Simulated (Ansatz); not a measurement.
## Equation of state of CdTe from a dense series

```
CELL_PARAMETERS angstrom
3.06529 -3.09461 0.00000
3.06529 3.09461 0.00000
0.00000 0.00000 6.09065
ATOMIC_POSITIONS crystal
Cd 0.27703 0.72297 0.75000
Cd 0.72297 0.27703 0.25000
Te 0.76614 0.23386 0.75000
Te 0.23386 0.76614 0.25000
```

Atom numbers follow the list: Cd1, Cd2, Te3, Te4.

The cell is the one relaxed in the Materials Project (mp-1066480), not relaxed further here; entries there can be hypothetical.

Spin–orbit coupling is left out, though it moves levels of the heavy atoms by tenths of an eV or more.

All numbers below come from DFT, PBE, all-electron LAPW, scalar-relativistic (Ansatz 0.2.0).

Sampling and basis: a Γ-centred 9×9×6 k mesh, Fermi–Dirac smearing of 0.05 eV, basis error target 1 meV/atom, no spin polarisation.

The cell is scaled evenly. Fractional coordinates are held (clamped ions).

| V (Å³/atom) | P (GPa) |
| --- | --- |
| 27.154 | 3.01 |
| 27.732 | 1.79 |
| 28.310 | 0.71 |
| 28.599 | 0.21 |
| 28.888 | -0.25 |
| 29.176 | -0.69 |
| 29.465 | -1.11 |
| 30.621 | -2.53 |

(1) Fit a third-order Birch–Murnaghan curve to the pressures.

(2) Predict the pressure at the withheld volume, 30.043 Å³/atom.

Results:

(1) P = (3B0/2)(y^(7/2) − y^(5/2))[1 + (3/4)(B0′ − 4)(y − 1)] with y = (V0/V)^(2/3) fits within 0.01 GPa for V0 = 28.729 Å³/atom, B0 = 46.5 GPa and B0′ = 4.95.

(2) There y = 0.9706, so the fit gives -1.86 GPa; the run gave -1.86 GPa.
